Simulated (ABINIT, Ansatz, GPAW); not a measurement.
## CuAu3: programs and potentials compared

```
Au Cu
1.0
     3.98000    0.00000    0.00000
     0.00000    3.98000    0.00000
     0.00000    0.00000    3.98000
Au Cu
3 1
Direct
  0.50000 0.50000 0.00000
  0.50000 0.00000 0.50000
  0.00000 0.50000 0.50000
  0.00000 0.00000 0.00000
```

Alike in all runs: task single point; functional PBEsol; k mesh 7 × 7 × 7; occupations fermi-dirac, width 0.05 eV; no spin polarisation; no spin-orbit coupling. Pressure is positive in compression and, in plane waves, holds the error of the finite cutoff.

| program and potentials | plane-wave cutoff (eV) | notes | pressure (GPa) |
| --- | --- | --- | --- |
| Ansatz, all-electron LAPW, scalar-relativistic | - | - | -1.00 |
| ABINIT, PseudoDojo NC SR PBEsol v0.4.1 standard | 1252 | 19 valence electrons an atom on average | -1.35 |
| GPAW, PAW data sets generated for this functional | 600 | 11 valence electrons an atom on average; this data set often lies off other programs | 1.83 |

The pressure spans -1.35 (ABINIT, PseudoDojo NC SR PBEsol v0.4.1 standard) to 1.83 GPa (GPAW, PAW data sets generated for this functional), with all-electron results at -1.00.

The functional is the same throughout but for its coding, so the spread measures potentials, basis and numerics; runs on potential files found faulty are left out.
